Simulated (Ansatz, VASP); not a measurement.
## CoO in VASP and in Ansatz

```
CELL_PARAMETERS angstrom
0.00000 2.13150 2.13150
2.13150 0.00000 2.13150
2.13150 2.13150 0.00000
ATOMIC_POSITIONS crystal
Co 0.00000 0.00000 0.00000
O 0.50000 0.50000 0.50000
```

Alike in both runs: task single point; functional PBE; k mesh 8 × 8 × 8; occupations gaussian, width 0.05 eV; collinear spin.

|  | VASP | Ansatz |
| --- | --- | --- |
| version | VASP 6.6.1 | Ansatz 0.2.0 |
| potentials or method | VASP PAW PBE potentials, release 64 (Co, O) | scalar-relativistic, plane waves, PAW |
| plane-wave cutoff (eV) | 520 | 420 |
| valence electrons in the cell | 15 | 23 |

VASP gave:

* gap on the k mesh at the Fermi level (eV): none
* pressure (GPa): -3.0
* net moment per atom (μB): 1.43
* size of the moment on the site where the two differ most (μB): 2.53

Question: What did Ansatz give for the same quantities?

Answer: gap on the k mesh at the Fermi level (eV): none; pressure (GPa): -2.3; net moment per atom (μB): 1.45; size of the moment on the site where the two differ most (μB): 2.47.

Site moments also hang on the region over which each program counts them. A gap of «none» marks a metal or a gap that the smearing closes. The two sets of potentials don't hold the same shells in valence.

Caveats: a cell with one magnetic atom can't hold antiferromagnetic order, which such compounds often take; semilocal functionals often make such compounds metallic where correlation or magnetic order opens a gap, which also shifts bond lengths.
